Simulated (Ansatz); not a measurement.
GaSb under changes of volume

One of the cells (28.625 Å³/atom); the others are scaled copies at fixed shape and fractional positions:

```
Sb Ga
1.0
     0.00000    3.05900    3.05900
     3.05900    0.00000    3.05900
     3.05900    3.05900    0.00000
Sb Ga
1 1
Direct
  0.75000 0.75000 0.75000
  0.00000 0.00000 0.00000
```

| Property | Result |
| --- | --- |
| Program | Ansatz 0.2.0 |
| Functional | BPBE |
| Potentials or basis | Ansatz PAW |
| Cutoff | 420 eV (not typed: the program's choice for these potentials) |
| k mesh | 8 × 8 × 8 |
| Occupations | fermi-dirac, width 0.05 eV |
| Spin | no spin polarisation |

```csv
volume (Å³/atom),energy over the lowest point (meV/atom),pressure (GPa),gap on the mesh (eV)
26.907,51.23,6.1,0.46
27.480,32.21,4.6,0.30
28.052,18.12,3.3,0.15
28.625,8.36,2.2,none
29.197,2.42,1.2,none
29.770,0.00,0.2,none
30.342,?,?,?
```

Q: What does the run at 30.342 Å³/atom give?

A: Energy over the lowest point 0.77 meV/atom; pressure -0.6 GPa; gap on the mesh none.

Worked out: A Birch-Murnaghan fit of order 3 (a polynomial in V^(-2/3)) to the other rows has its minimum at 29.93 Å³/atom, just outside them, with B0 = V·E''(V) = 44 GPa and B' = 5.0. It gives 0.62 meV/atom at 30.342 Å³/atom, against the run's 0.77, and -dE/dV = -0.6 GPa, against -0.6.

Energies are extrapolated to zero smearing.

Caveats: the PAW data sets come from PBE, with cores solved anew for the run's functional, which leaves a small shift of forces and pressure; spin-orbit coupling is left out, which moves the levels of the heavy elements (some runs).

A mesh can miss the band edges.

A gap of «none» marks a metal or a gap under the smearing width.
